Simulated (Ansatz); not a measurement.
**From the elastic tensor of GaAs at 5 GPa (stress–strain coefficients) to moduli and sound speeds**

These are results of DFT PBEsol, scalar-relativistic, plane waves, PAW in Ansatz, not measurements. Settings: 420 eV plane-wave cutoff, Γ-centred 12×12×12 mesh, fixed occupations. No spin polarisation.

It takes space group F-43m (No. 216, cubic). Conventional cell: a = 5.543 Å, b = 5.543 Å, c = 5.543 Å, α = 90.00°, β = 90.00°, γ = 90.00°. Ga (site symmetry -43m) is surrounded by 4 As at 2.40 Å. Around As (site symmetry -43m) lie 4 Ga at 2.40 Å.

 The bands were filled as in an insulator; under compression the gap may have closed between mesh points.

Relaxed-ion constants (GPa, on the Cartesian axes of the calculation):
C11 = 132.0, C12 = 71.3, C13 = 71.3, C22 = 132.0, C23 = 71.3, C33 = 132.0, C44 = 59.3, C55 = 59.3, C66 = 59.3 GPa; the others vanish.

Density 5.642 g/cm³; 2 atoms in 42.57 Å³.

The values that follow are for a polycrystal of randomly turned grains, by Hill's mean where one number stands.

With S = C⁻¹: B_V = (C11+C22+C33+2(C12+C13+C23))/9, G_V = (C11+C22+C33−C12−C13−C23+3(C44+C55+C66))/15, 1/B_R = S11+S22+S33+2(S12+S13+S23), 15/G_R = 4(S11+S22+S33−S12−S13−S23)+3(S44+S55+S66); Hill is their mean. Then v_l = √((B+4G/3)/ρ), v_t = √(G/ρ), v_m = [(2/v_t³+1/v_l³)/3]^(−1/3) and Θ = (ħ/k_B)·v_m·(6π²n/V)^(1/3) for n atoms in the volume V; E = 9BG/(3B+G), ν = (3B−2G)/(2(3B+G)) and A^U = 5G_V/G_R + B_V/B_R − 6.

```json
{"Bulk modulus, Voigt / Reuss / Hill": "91.5 / 91.5 / 91.5 GPa", "Shear modulus, Voigt / Reuss / Hill": "47.7 / 42.9 / 45.3 GPa", "Young's modulus": "117 GPa", "Poisson ratio": "0.288", "Pugh ratio B/G": "2.02", "Universal anisotropy index": "0.56", "Longitudinal and transverse sound speeds": "5189 and 2833 m/s", "Debye temperature from the mean sound speed": "339 K"}
```

Cost: 1 run of about 4.6 core-minutes, on Arm Neoverse V1 (shared hosts).